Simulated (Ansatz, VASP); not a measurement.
Al4N3: VASP beside Ansatz

```
CELL_PARAMETERS angstrom
1.45136 0.83794 9.18420
-1.45136 0.83794 9.18420
0.00000 -1.67588 9.18420
ATOMIC_POSITIONS crystal
Al 0.87152 0.87152 0.87152
Al 0.29067 0.29067 0.29067
Al 0.12848 0.12848 0.12848
Al 0.70933 0.70933 0.70933
N 0.58159 0.58159 0.58159
N 0.41841 0.41841 0.41841
N 0.00000 0.00000 0.00000
```

Alike in both runs: functional PBE; k mesh 6 × 6 × 6; occupations gaussian, width 0.2 eV; no spin polarisation.

Ansatz relaxed the structure, and its values are those at the end. VASP's run is a single point on that final structure, the one shown.

```csv
,VASP,Ansatz
version,VASP 6.6.1,Ansatz 0.2.0
potentials or method,"VASP PAW PBE potentials, release 64 (Al, N)","scalar-relativistic, plane waves, PAW"
plane-wave cutoff (eV),520,420
valence electrons in the cell,27,27
```

|  | VASP | Ansatz | Ansatz less VASP |
| --- | --- | --- | --- |
| gap on the k mesh at the Fermi level (eV) | none | none | - |
| pressure (GPa) | -0.6 | -0.3 | +0.23 |
| rms of the force components (eV/Å) | 0.009 | 0.011 | +0.0018 |

A gap of «none» marks a metal or a gap that the smearing closes.

Caveats: the k mesh is coarse (spacing up to 0.42 Å⁻¹), so the values aren't converged.
